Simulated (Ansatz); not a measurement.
## Co under changes of volume

One of the cells (10.688 Å³/atom); the others are scaled copies at fixed shape and fractional positions:

```xyz
4
Lattice="2.4706 0.0000 0.0000 -1.2353 2.1396 0.0000 0.0000 0.0000 8.0882" Properties=species:S:1:pos:R:3 pbc="T T T"
Co    1.2353    0.7132    6.0662
Co    0.0000    0.0000    4.0441
Co    0.0000    1.4264    2.0221
Co    0.0000    0.0000    0.0000
```

- Program: Ansatz 0.2.0
- Functional: rPW86-PBE
- Potentials or basis: Ansatz PAW
- Cutoff: 420 eV (not typed: the program's choice for these potentials)
- k mesh: 12 × 12 × 4
- Occupations: fermi-dirac, width 0.05 eV
- Spin: collinear spin, ferromagnetic start
- Starting moments: [2.0, 2.0, 2.0, 2.0] μB

```tsv
volume (Å³/atom)	energy over the lowest point (meV/atom)	pressure (GPa)	moment (μB per cell)
10.047	109.17	30.2	6.11
10.261	73.52	23.7	6.20
10.475	45.93	18.0	6.31
10.688	?	?	?
10.902	11.14	8.3	6.53
11.116	2.85	4.1	6.61
11.330	0.00	0.2	6.67
```

Task: What does the run at 10.688 Å³/atom give?

Result: Energy over the lowest point 25.36 meV/atom; pressure 12.9 GPa; moment 6.43 μB per cell.

Worked out: A Birch-Murnaghan fit of order 3 (a polynomial in V^(-2/3)) to the other rows has its minimum at 11.35 Å³/atom, just outside them, with B0 = V·E''(V) = 193 GPa and B' = 3.9 at fixed shape and positions, which overstates the stiffness. It gives 25.32 meV/atom at 10.688 Å³/atom, against the run's 25.36, and -dE/dV = 13.0 GPa, against 12.9. A parabola through the other rows of the moment, of slope 0.454 μB per Å³/atom there, gives 6.42 μB, against the run's 6.43.

Energies are extrapolated to zero smearing.

Caveats: the PAW data sets come from PBE, with cores solved anew for the run's functional, which leaves a small shift of forces and pressure.
